Shift or stretch: the bands of HfSi3O8 in two hybrid functionals

An energy gap can grow in two quite different ways. The empty bands may move away from the filled ones as a block and keep their shape. Or the whole energy scale may stretch, so that a level far above the valence top moves more than a near one. The distinction matters in practice, because after a block shift the cheaper calculation still gives the same band shapes as the costlier one, and after a stretch it doesn't.

The table below lets us ask which of the two happens when HSE06 is replaced by PBE0 in one crystal of hafnium, silicon and oxygen. Each row is a k point, that is, one way in which the phase of an electron wave can run from cell to cell. Band v1 is the highest filled band and v2 the next one below it; c1 is the lowest empty band and c2 the next one above it. All energies are counted from the valence top of the same functional, which lies at Gamma. The results at D and B are still hidden. The cell was built from an orthorhombic host but is itself monoclinic, with space group P2.

Band levels of monoclinic HfSi3O8 (space group P2, 12 atoms per cell), relaxed with r2SCAN; Ansatz 0.2.0, plane-wave PAW, no spin polarisation, 420 eV cutoff, 4×4×4 k mesh. The cheaper level is HSE06 and the costlier level PBE0, each with energies counted from its own valence top. The point extra_c lies at (0.198, −0.443, 0) in reciprocal lattice units.

```
point name  band v2, cheaper level (eV)  band v1, cheaper level (eV)  band c1, cheaper level (eV)  band c2, cheaper level (eV)  band v2, costlier level (eV)  band v1, costlier level (eV)  band c1, costlier level (eV)  band c2, costlier level (eV)
     Gamma                       -0.157                        0.000                        6.931                        7.721                        -0.155                         0.000                         7.699                         8.500
         Z                       -0.437                       -0.142                        7.208                        7.616                        -0.438                        -0.142                         7.985                         8.397
         D                            ?                            ?                            ?                            ?                             ?                             ?                             ?                             ?
         B                            ?                            ?                            ?                            ?                             ?                             ?                             ?                             ?
         A                       -0.603                       -0.390                        7.091                        7.471                        -0.608                        -0.390                         7.873                         8.250
         E                       -0.850                       -0.770                        7.063                        7.251                        -0.854                        -0.772                         7.841                         8.029
       C_2                       -0.826                       -0.606                        7.342                        7.606                        -0.829                        -0.608                         8.120                         8.390
       Y_2                       -0.322                       -0.267                        7.010                        7.892                        -0.322                        -0.268                         7.788                         8.674
   extra_c                       -0.569                       -0.378                        6.605                        7.585                        -0.573                        -0.381                         7.380                         8.367
```

What the seven known points show

Subtract the HSE06 level from the PBE0 level at the same point and in the same band, and call the difference the shift. In c1 the shifts run from 0.768 to 0.782 eV, although c1 itself varies by some 0.7 eV from point to point. The second empty band behaves in the same way. The filled bands hardly move against their own top: no known value of v1 or v2 changes by more than 0.005 eV.

A stretch would look different. If each empty level rose in proportion to its height above the valence top, the best common factor for c1 at the seven points would be a rise of 11 % of that height. The spread of c1 would then grow by 11 % as well, which is about 0.08 eV. It actually goes from 0.737 to 0.740 eV, so the band has kept its width.

Why the filled states move together

The two functionals differ in one ingredient. In their standard forms both replace a quarter of the semilocal exchange between nearby electrons by exact exchange. PBE0 does the same for distant electrons, while HSE06 leaves the long-range part semilocal. The step from one to the other therefore switches on a quarter of the long-range exact exchange and removes the semilocal exchange that stood in its place.

The long-range part of the Coulomb interaction is, in atomic units,

w(r) = erf(ωr) / r

where r is the distance between two points, erf is the error function and ω sets the distance at which the screening of HSE06 takes over. With ω roughly 0.11 per bohr, a rounded recalled value, the length 1/ω is about 5 Å. At distances well below that length w(r) doesn't grow without limit, as the full Coulomb interaction does. It levels off at

w(0) = 2ω / √π

Exact exchange acts on an electron state through the density matrix of the filled states. This quantity tells how strongly the filled states link the wave at one place with the wave at another. In an insulator with a wide gap it dies away within a few ångström, because the filled states can be combined into compact orbitals that sit on atoms and bonds. Exchange therefore samples w(r) mainly where it is nearly flat.

Once w(r) is replaced by the constant w(0), only the density matrix itself is left to act on the state. It is a projector: it returns a filled state unchanged and turns an empty state into zero. For a quarter of exact exchange this gives

change of a filled level ≈ −w(0) / 4
change of an empty level ≈ 0

Neither line contains the k point or the shape of the orbital. Through this term alone, every filled state goes down by the same amount simply because it is filled, and every empty state stays where it is because it is empty.

The semilocal exchange that is removed plays a lesser part in this argument. It acts as an ordinary potential, which filled and empty states both feel. Its average over the cell moves all levels together and drops out of the gap. Its variation within the cell need not drop out, and the simple model neglects it.

The zero of energy in the table is tied to the valence top, so any growth of the gap appears there as a rise of the empty levels. Against a fixed reference the picture is different. The added exact exchange lowers the filled states, while taking away the attractive semilocal exchange raises filled and empty states alike. The size of this common rise can be estimated too. The semilocal exchange describes a hole of one missing electron around each electron. With a flat w(r) this hole lowers the energy by about w(0)/2 per electron, where the half is there because each pair of electrons counts only once. Removing a quarter of this exchange is therefore expected to raise every level by about w(0)/8. The filled states should then sink by w(0)/8 on balance, and the empty ones rise by as much.

The full outputs of the two runs fit this picture. From HSE06 to PBE0 the valence top goes from 10.186 to 9.788 eV, which is 0.398 eV down, and the lowest empty level from 16.791 to 17.168 eV, which is 0.377 eV up. The sum of all filled levels falls by 0.411 eV per electron, so the deeper filled states sink on average by about as much as the top. The comparison assumes that both runs count energies from the same average electrostatic potential, as plane-wave programs usually do.

How large the shift should be

The size follows from ω alone. With the rounded value above,

w(0) / 4 = 0.25 × 2 × 0.11 / √π = 0.031 hartree
0.031 hartree × 27.2 eV per hartree = 0.84 eV

The average shift of c1 over the seven known points is 0.777 eV, so the estimate is about 9 % too high relative to the calculated opening. No level of the table went into it.

An overestimate is what the flat approximation should give, because w(r) does fall slowly with distance. At 2 Å, about the length of a Hf–O bond, it is already some 5 % below its value at zero. The density matrix reaches at least that far, so exact exchange lowers the filled states by less than w(0)/4. It also lowers the empty states a little, and both effects make the opening smaller. The exact-exchange energies of the two runs give a measure of the first effect. From HSE06 to PBE0 this energy falls by 35.86 eV for 86 electrons, or 0.417 eV each, where a flat w(r) gives w(0)/8 = 0.422 eV. Since each pair counts once in the energy, the filled levels are lowered by about twice that, 0.834 eV on average, only about 1 % short of the estimate. The average includes compact deep states, and the valence top is expected to fall shorter. How the rest of the difference divides between the valence top, the empty states, the neglected semilocal part and the response of the electrons to the new potential can't be separated with the data at hand.

The same reasoning says what to look for in a neighbouring case. The narrower the gap of an insulator, the farther its density matrix usually reaches, and the more the fall of w(r) counts. The opening should then fall farther below the flat estimate than it does here, and it should be less uniform.

There is a reservation about the size. Exact exchange with the unscreened Coulomb interaction converges slowly with the k mesh, and an error from a coarse mesh can itself move all filled states by nearly the same amount. No PBE0 result on a denser mesh is given. Such an error would show at half its size in the exchange energy per electron, and that energy lies within about 1 % of the flat value. A large error is therefore unlikely, unless it happens to cancel against the value of ω, which the outputs don't state. The uniformity of the shift is still better secured than the last hundredths of an electronvolt in its value.

The forecast for D and B

If all filled states sink by one amount relative to all empty ones, D and B should show the same shifts as the other points. The best forecast for each empty band is then its average shift over the seven known points. For the filled bands it is zero, since they move with the valence top. For both D and B this gives

c1: up by 0.777 ± 0.012 eV
c2: up by 0.781 ± 0.012 eV
v1 and v2: 0 ± 0.007 eV

The error bars are nearly three standard deviations of the known shifts, taken from the more scattered band of each pair. They describe the scatter from point to point, not the distance from a real crystal. The forecast concerns the step from HSE06 to PBE0; the HSE06 levels at D and B are taken as they come.

The two points are a useful test only if their c1 lies away from the average height of the known points, about 7.0 eV. Near that height a constant shift and a proportional one give the same answer. Far above it the proportional rule predicts too large a rise if the block shift is right, and far below it too small a rise.

The withheld rows as computed:

```
point name  band v2, cheaper level (eV)  band v1, cheaper level (eV)  band c1, cheaper level (eV)  band c2, cheaper level (eV)  band v2, costlier level (eV)  band v1, costlier level (eV)  band c1, costlier level (eV)  band c2, costlier level (eV)
         D                       -0.747                       -0.489                        7.325                        7.572                        -0.750                        -0.493                         8.106                         8.355
         B                       -0.559                       -0.452                        6.925                        6.979                        -0.564                        -0.452                         7.701                         7.759
```

What the hidden points say

D is the sharper test, because its c1 lies high, at 7.325 eV in HSE06. Adding the forecast shift gives

7.325 + 0.777 = 8.102 eV

and PBE0 gives 8.106 eV. The forecast is too low by 0.004 eV, a third of its error bar. D had no part in the average from which the shift was taken.

The proportional rule, with its factor taken from the same seven points, does worse here. It predicts a rise of 0.808 eV at D, where the calculated rise is 0.781 eV. At B, where c1 lies slightly below the average height, it predicts too small a rise, by 0.012 eV. It thus errs upward at the high point and downward at the low one, as a stretch must when the bands have really moved as a block.

At B the constant shift of c1 is right to within 0.001 eV. For c2 the forecast is 0.002 eV too low at D and 0.001 eV too high at B. The filled bands also stay within their range: the largest movement is 0.005 eV downward, in v2 at B, while v1 at B doesn't move at all. All eight forecasts hold. The small movements of the filled bands lean downward at nearly all points and tend to grow with depth, a widening of under one percent that the flat model doesn't contain.

These hits confirm that the shift is uniform, and they do so at points that were not used to find it. They don't test its size, which was taken from PBE0 results at the other points. Nor do they separate the long-range exchange from a uniform error of the k mesh, since both would treat D and B like the rest.

What can be used

For this crystal, the HSE06 bands next to the gap can be turned into PBE0 ones by moving the empty bands up by 0.78 eV, with energies counted from the valence top. At the nine points of the table this reproduces c1 and c2 to within 0.012 eV. What depends only on the shape of these bands is then nearly the same in both functionals. In both, the lowest listed c1 lies at the point called extra_c and the valence top at Gamma, so that the gap between listed points is indirect.

What depends on the gap itself does change, from 6.6 to 7.4 eV. The table holds no measured gap, so it doesn't show which functional is nearer to nature; the costlier one is not better by virtue of its cost. Where the two band edges matter one by one, as in the alignment with another material, it would be wrong to put the whole 0.78 eV on the empty bands. If the common zero assumed above holds, about half of it belongs to the valence side.

The values also belong to this particular structure. At least one of its three silicon atoms has six near neighbours, as in dense forms of silica, whereas silicon in ordinary silicates has four. Whether such a crystal is stable is not known from these results, and its gap should not be read as that of a hafnium silicate film.
